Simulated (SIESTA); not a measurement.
Runs of SIESTA 5.4.2 on As. It takes space group Pm-3m (No. 221, cubic). The conventional cell has a = 2.704 Å, b = 2.704 Å, c = 2.704 Å, α = 90.00°, β = 90.00°, γ = 90.00°. As (site symmetry m-3m) is surrounded by 6 As at 2.70 Å. This isn't the form of As at room conditions, which is rhombohedral.

```csv
task,level,potentials or basis,cell,k mesh,optimiser,force tolerance,gap on the mesh (eV),pressure (GPa),relaxed volume (Å³/atom)
relaxation of cell and atoms,BLYP,"PseudoDojo 0.4 standard (PBE files), DZP (energy shift 0.003 Ry; two zetas on semicore shells)",relaxed,7 × 7 × 7,Broyden,0.01 eV/Å,none,0.0,22.86
single point,PBEsol,"PseudoDojo 0.4 standard (PBEsol files), DZP (energy shift 0.003 Ry; two zetas on semicore shells)",as given,10 × 10 × 10,-,-,none,(a),-
relaxation of cell and atoms,LDA,"PseudoDojo 0.4 standard (LDA files), DZP (energy shift 0.003 Ry; two zetas on semicore shells)",relaxed,7 × 7 × 7,Broyden,0.01 eV/Å,none,0.0,-
relaxation of cell and atoms,WC,"PseudoDojo 0.4 standard (PBEsol files), DZP (energy shift 0.003 Ry; two zetas on semicore shells)",relaxed,7 × 7 × 7,Broyden,0.01 eV/Å,none,0.1,20.27
```

Alike in all rows: no spin polarisation; smearing fermi-dirac 0.05 eV; grid cutoff 500 Ry; energy shift 0.003 Ry.

Task: Fill in the values left out.

Result: (a) 1.3.

Caveats: the basis of atomic orbitals isn't converged, which shifts pressures, moduli and gaps; the potentials were made for another functional, which shifts forces and pressure (some runs); the volume moved by over 15 % at a fixed basis, so the end points are rough (some runs); the relaxation stopped at its first step, so nothing moved (some runs).

A k mesh can miss the band edges, and the runs leave out spin-orbit coupling on As.

A gap of «none» marks a metal or a gap under the smearing width.
